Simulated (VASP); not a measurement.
Bi: relaxation of the atoms with LDA

The system is Bi.

```xyz
1
Lattice="-1.9418 1.9418 1.9418 1.9418 -1.9418 1.9418 1.9418 1.9418 -1.9418" Properties=species:S:1:pos:R:3 pbc="T T T"
Bi    0.0000    0.0000    0.0000
```

This isn't the form of Bi at room conditions, which is rhombohedral.

| Quantity | Value |
| --- | --- |
| Program | VASP 6.6.1 |
| Task | relaxation of the atoms |
| Functional | LDA |
| Potentials or basis | VASP PAW LDA potentials, release 64 (Bi_d) |
| Cutoff | 600 eV |
| k mesh | 14 × 14 × 14 |
| Occupations | methfessel-paxton, width 0.1 eV |
| Spin | no spin polarisation |
| Further INCAR settings | ALGO = Normal; EDIFF = 1e-07; IBRION = 2; EDIFFG = -0.01; NSW = 40 |

The pressure after relaxing is 0.0 GPa and the band gap on the k mesh is none (metal or under the smearing width).

Final structure:
```
Bi
1.0
    -1.94183    1.94183    1.94183
     1.94183   -1.94183    1.94183
     1.94183    1.94183   -1.94183
Bi
1
Direct
  0.00000 0.00000 0.00000
```

Levels at points of the mesh, in eV from the Fermi level:
```tsv
k point	band 5	band 6	band 7	band 8	band 9	band 10
(0.00, 0.00, 0.00)	-22.79	-13.89	5.58	5.58	5.58	10.12
(0.50, 0.00, 0.00)	-22.69	-10.50	-5.35	1.73	3.67	6.35
(0.50, 0.50, 0.50)	-22.71	-8.12	-1.88	-1.88	-1.88	3.63
```

Run time: 12 s on 1 thread of Intel(R) Xeon(R) 6975P-C (Granite Rapids), with other jobs on the host, peak memory 0.16 GiB.

Caveat: the relaxation stopped at its first step, so nothing moved; spin-orbit coupling is left out, which moves the levels of the heavy elements.
